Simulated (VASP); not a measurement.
**Pb: relaxation of cell and atoms with PBE**

Crystal: Pb.

```
Pb
1.0
     0.00000    2.47502    2.47502
     2.47502    0.00000    2.47502
     2.47502    2.47502    0.00000
Pb
1
Direct
  0.00000 0.00000 0.00000
```

```yaml
Program: VASP 6.6.1
Task: relaxation of cell and atoms
Functional: PBE
Potentials_or_basis: VASP PAW PBE potentials, release 64 (Pb_d)
Cutoff: 600 eV
k_mesh: 14 × 14 × 14
Occupations: methfessel-paxton, width 0.1 eV
Spin: no spin polarisation
Further_INCAR_settings: ALGO = Normal; EDIFF = 1e-06; IBRION = 2; EDIFFG = -0.01; NSW = 90; ISIF = 3
```

| Quantity | Value |
| --- | --- |
| Relaxed volume | 32.00 Å³/atom |
| Relaxed cell | a = 3.564 Å, b = 3.564 Å, c = 3.564 Å, α = 60.00°, β = 60.00°, γ = 60.00° |
| Space group after relaxing (to 0.05 Å) | Fm-3m (No. 225) |
| Energy gained by relaxing | 12.1 meV/atom |
| Ionic steps | 3 |
| Pressure after relaxing | 0.0 GPa |
| Band gap on the k mesh | none (metal or under the smearing width) |

Step by step:
```tsv
step	energy change (eV)	largest force (eV/Å)	pressure (GPa)	volume (Å³)
1	0.0000	0.0000	2.42	30.32
2	-0.0116	0.0000	-0.46	32.38
3	-0.0121	0.0000	0.01	32.00
```

Final structure:
```cif
data_structure
_symmetry_space_group_name_H-M 'P 1'
_symmetry_Int_Tables_number 1
_cell_length_a 3.5636
_cell_length_b 3.5636
_cell_length_c 3.5636
_cell_angle_alpha 60.000
_cell_angle_beta 60.000
_cell_angle_gamma 60.000
_cell_volume 32.00
loop_
_atom_site_label
_atom_site_type_symbol
_atom_site_fract_x
_atom_site_fract_y
_atom_site_fract_z
_atom_site_occupancy
Pb1 Pb 0.00000 0.00000 0.00000 1
```

Levels at points of the mesh, in eV from the Fermi level:
| k point | band 3 | band 4 | band 5 | band 6 | band 7 | band 8 | band 9 | band 10 | band 11 |
| --- | --- | --- | --- | --- | --- | --- | --- | --- | --- |
| (0.00, 0.00, 0.00) | -17.04 | -16.92 | -16.92 | -11.40 | 7.00 | 7.00 | 7.00 | 9.72 | 10.66 |
| (0.50, 0.00, 0.00) | -17.03 | -16.80 | -16.80 | -8.08 | -3.95 | 5.29 | 5.29 | 9.00 | 9.20 |
| (0.50, 0.50, 0.00) | -16.81 | -16.78 | -16.78 | -6.80 | -3.06 | 1.99 | 1.99 | 5.22 | 6.48 |

Run time: 36 s on 1 thread of Intel(R) Xeon(R) 6975P-C (Granite Rapids) (shared host), peak memory 0.19 GiB.

Spin-orbit coupling is left out, which matters for the levels of Pb. Zero-point motion and thermal expansion aren't in these numbers.
